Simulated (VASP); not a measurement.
A run of VASP 6.6.1:

Contents of INCAR:

```
  PREC = Accurate
  ENCUT = 520
  EDIFF = 1E-7
  ISMEAR = -1
  SIGMA = 0.05
  LREAL = False
  LASPH = True
  NELM = 80
  ALGO = Normal
  ISIF = 2
  LWAVE = False
  LCHARG = False
  METAGGA = MS2
  LMIXTAU = True
  NBANDS = 35
```

Contents of KPOINTS:

```
Automatic mesh
0
Gamma
  6 6 8
```

The input POSCAR:

```
SnO2
1.0
    4.7380000000      0.0000000000      0.0000000000
    0.0000000000      4.7380000000      0.0000000000
    0.0000000000      0.0000000000      3.1865000000
Sn O
2 4
Direct
    0.5000000000      0.5000000000      0.5000000000
    0.0000000000      0.0000000000      0.0000000000
    0.8071000000      0.1929000000      0.5000000000
    0.6929000000      0.6929000000      0.0000000000
    0.1929000000      0.8071000000      0.5000000000
    0.3071000000      0.3071000000      0.0000000000
```

Contents of KPOINTS_OPT:

```
path GXMGZRAZ,XR,MA
10
line-mode
reciprocal
 0.0000000000  0.0000000000  0.0000000000  G
 0.0000000000  0.5000000000  0.0000000000  X

 0.0000000000  0.5000000000  0.0000000000  X
 0.5000000000  0.5000000000  0.0000000000  M

 0.5000000000  0.5000000000  0.0000000000  M
 0.0000000000  0.0000000000  0.0000000000  G

 0.0000000000  0.0000000000  0.0000000000  G
 0.0000000000  0.0000000000  0.5000000000  Z

 0.0000000000  0.0000000000  0.5000000000  Z
 0.0000000000  0.5000000000  0.5000000000  R

 0.0000000000  0.5000000000  0.5000000000  R
 0.5000000000  0.5000000000  0.5000000000  A

 0.5000000000  0.5000000000  0.5000000000  A
 0.0000000000  0.0000000000  0.5000000000  Z

 0.0000000000  0.5000000000  0.0000000000  X
 0.0000000000  0.5000000000  0.5000000000  R

 0.5000000000  0.5000000000  0.0000000000  M
 0.5000000000  0.5000000000  0.5000000000  A
```

Potentials or basis: VASP PAW PBE potentials, release 64 (Sn_d, O).

The run is started by

```console
$ cat potpaw_PBE.64/Sn_d/POTCAR potpaw_PBE.64/O/POTCAR > POTCAR
$ mpirun -np 1 vasp_std > vasp.out
```

Hardware: 1 thread of Intel(R) Xeon(R) Platinum 8488C (Sapphire Rapids) (shared host).

Problem. Estimate the wall time of this run.

Solution. Run time: 7.5 min on 1 thread of Intel(R) Xeon(R) Platinum 8488C (Sapphire Rapids) (shared host), peak memory 0.29 GiB. Counts: scf iterations 48, k points 50.
